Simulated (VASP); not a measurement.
VASP 6.6.1 run: YN

INCAR

```
LASPH = .TRUE.
LCHARG = .FALSE.
ISIF = 2
LREAL = .FALSE.
PREC = Accurate
ENCUT = 520
NELM = 78
NSW = 0
GGA = PE
IBRION = -1
LWAVE = .FALSE.
ISMEAR = 0
NBANDS = 15
SIGMA = 0.1
EDIFF = 1E-7
```

KPOINTS

```
KPOINTS created by Atomic Simulation Environment
0
Gamma
10 10 10
0 0 0
```

POSCAR

```
Y  N
 1.0000000000000000
     0.0000000000000000    2.4725286241000002    2.4725286241000002
     2.4725286241000002    0.0000000000000000    2.4725286241000002
     2.4725286241000002    2.4725286241000002    0.0000000000000000
 Y   N
   1   1
Cartesian
  0.0000000000000000  0.0000000000000000  0.0000000000000000
  2.4725286241000002  2.4725286241000002  2.4725286241000002
```

The recommended PBE PAW datasets give the neutral cell 16 valence electrons.

Command

```
mpirun -np 1 vasp_std
```

Q: Predict the outcome of this run.

A: It converged. Results: gap between bands v and c on the k mesh 0.25 eV; least direct gap on the k mesh 0.66 eV; pressure -3.8 GPa. Band v is the last that the valence electrons fill when counted band by band, and c is the next.

OSZICAR

```
N       E                     dE             d eps       ncg     rms          rms(c)
DAV:   1     0.540274019670E+02    0.54027E+02   -0.85343E+03  1410   0.108E+03
DAV:   2    -0.188863882020E+02   -0.72914E+02   -0.65869E+02  1900   0.229E+02
DAV:   3    -0.218771424296E+02   -0.29908E+01   -0.29740E+01  1754   0.403E+01
DAV:   4    -0.219337820185E+02   -0.56640E-01   -0.56589E-01  1711   0.542E+00
DAV:   5    -0.219347949796E+02   -0.10130E-02   -0.10130E-02  1677   0.603E-01    0.289E+01
DAV:   6    -0.185158193758E+02    0.34190E+01   -0.90570E+00  1550   0.243E+01    0.316E+01
DAV:   7    -0.182538720272E+02    0.26195E+00   -0.56738E-01  1775   0.653E+00    0.228E+01
DAV:   8    -0.182532835737E+02    0.58845E-03   -0.29058E-01  2051   0.479E+00    0.100E+01
DAV:   9    -0.182198047013E+02    0.33479E-01   -0.50382E-02  1864   0.228E+00    0.175E+00
DAV:  10    -0.182201724817E+02   -0.36778E-03   -0.51195E-03  1572   0.636E-01    0.453E-01
DAV:  11    -0.182202058718E+02   -0.33390E-04   -0.31607E-04  1872   0.154E-01    0.292E-01
DAV:  12    -0.182201954971E+02    0.10375E-04   -0.26395E-05  1760   0.469E-02    0.686E-02
DAV:  13    -0.182201962243E+02   -0.72717E-06   -0.24874E-06  1536   0.151E-02    0.822E-03
DAV:  14    -0.182201963066E+02   -0.82260E-07   -0.22030E-07  1779   0.381E-03
   1 F= -.18220196E+02 E0= -.18220159E+02  d E =-.750299E-04
```

For comparison, a separate PBE run of the intended cell, on usual settings and not on those above, gives a gap of 0.25 eV on its mesh and a pressure of -3.7 GPa.
